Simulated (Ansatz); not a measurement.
# What a change of settings does to a run on ZnCu

The cell is COD entry 9008814, as deposited and not checked against the literature; nothing was relaxed.

First run: DFT, PBE, all-electron PAW with datasets made for the crystal, scalar-relativistic (Ansatz 0.2.0).

Command: `ansatz run input.yaml --threads 1 --pin off --max-ram 2048MiB --backend cpu --events-out ev --progress --plain --runs-dir out` The run took 24 s on 1 thread of Intel(R) Xeon(R) Platinum 8259CL CPU @ 2.50GHz (Skylake/Cascade Lake) (shared host).

```yaml
crystal:
  lattice:
    - [2.945, 0.0, 0.0]
    - [0.0, 2.945, 0.0]
    - [0.0, 0.0, 2.945]
  atoms:
    - { symbol: Zn, position: [0.5, 0.5, 0.5] }
    - { symbol: Cu, position: [0.0, 0.0, 0.0] }
kpoints:
  mp_grid: { grid: [14, 14, 14] }
  band_path:
    path:
      - [0.0, 0.0, 0.0]
      - [0.0, 0.5, 0.0]
      - [0.5, 0.5, 0.0]
      - [0.0, 0.0, 0.0]
      - [0.5, 0.5, 0.5]
      - [0.0, 0.5, 0.0]
      - [0.5, 0.5, 0.5]
      - [0.5, 0.5, 0.0]
    npoints: 8
scf:
  occupations: { method: fermi_dirac, width: 0.05 }
hamiltonian:
  xc: pbe
  pseudopotentials: { kind: all_electron, datasets: crystal }
output:
  forces: true
  stress: true
  eigenvalues: true
  efg: { contact_densities: true }
```

Result: converged; pressure 2.25 GPa; 11 SCF iterations.

A second input differs as follows:

```diff
@@ -22,4 +22,5 @@
 scf:
   occupations: { method: fermi_dirac, width: 0.05 }
+  max_iter: 50
 hamiltonian:
   xc: pbe
@@ -30,3 +31,6 @@
   eigenvalues: true
   efg: { contact_densities: true }
+magnetization:
+  spin_polarized: true
+  initial_magnetization: 40
```

Task: Does the change harm the result?

Result: Not here: the run converged; energy at zero smearing -0.1 meV/atom from the first run; pressure 2.24 GPa; moment 0.00 μB; 8 SCF iterations, so the odd setting did no harm in this case.
